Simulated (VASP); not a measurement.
Runs of VASP 6.6.1 on GaP. It takes space group F-43m (No. 216, cubic). Conventional cell: a = 5.451 Å, b = 5.451 Å, c = 5.451 Å, α = 90.00°, β = 90.00°, γ = 90.00°. Ga (site symmetry -43m) has 4 P at 2.36 Å as nearest neighbours. P (site symmetry -43m) has 4 Ga at 2.36 Å as nearest neighbours. 

```csv
task,level,spin,cell,k mesh,cutoff (eV),smearing,grid for exact exchange (PRECFOCK),screening parameter,mesh quality,gap on the mesh (eV),pressure (GPa)
single point,PBE,off,as given,8 × 8 × 8,520,gaussian 0.017 eV,-,-,not flagged,1.64,(a)
band structure,HSE06,off,as given,4 × 4 × 4,520,fermi-dirac 0.05 eV,Normal,0.2 1/A,coarse,2.33,1.0
single point,HSE06,"SOC, no magnetisation",as given,4 × 4 × 4,520,fermi-dirac 0.05 eV,Fast,0.2 1/A,coarse,-,1.0
relaxation of cell and atoms,HSE06,off,relaxed,4 × 4 × 4,600,fermi-dirac 0.05 eV,Fast,0.2 1/A,coarse,2.35,0.0
```

Alike in all rows: potentials or basis VASP PAW PBE potentials, release 64 (Ga_d, P).

Problem. Fill in the values left out.

Solution. (a) 2.4.

Caveats: some runs use coarse meshes; the PAW data sets were made with another functional, which shifts forces and pressure a little (some runs).

A k mesh can miss the band edges, and rows without SOC leave out spin-orbit coupling on Ga.
